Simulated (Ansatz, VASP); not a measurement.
**Two plane-wave programs on MgB2**

```
Mg B
1.0
     2.93449    0.00000    0.00000
    -1.46725    2.54134    0.00000
     0.00000    0.00000    3.55844
Mg B
1 2
Direct
  0.00000 0.00000 0.00000
  0.66667 0.33333 0.50000
  0.33333 0.66667 0.50000
```

Change from the starting cell: biaxial strain in the a-b plane, c and atoms relaxed: -4.5 %.

Alike in both runs: functional PBE; k mesh 15 × 15 × 12; occupations gaussian, width 0.1 eV; no spin polarisation.

Ansatz relaxed the structure, and its values are those at the end. VASP's run is a single point on that final structure, the one shown.

|  | VASP | Ansatz |
| --- | --- | --- |
| version | VASP 6.6.1 | Ansatz 0.2.0 |
| potentials or method | VASP PAW PBE potentials, release 64 (Mg, B) | scalar-relativistic, plane waves, PAW |
| plane-wave cutoff (eV) | 520 | 420 |
| valence electrons in the cell | 8 | 16 |

```csv
,VASP,Ansatz,Ansatz less VASP
gap on the k mesh at the Fermi level (eV),none,none,-
pressure (GPa),17.7,17.9,+0.21
```

A gap of «none» marks a metal or a gap that the smearing closes. The two sets of potentials don't hold the same shells in valence.

Caveats: so large a pressure means that the cell lies far from this level's equilibrium, or that cutoff or potentials fall short (VASP).
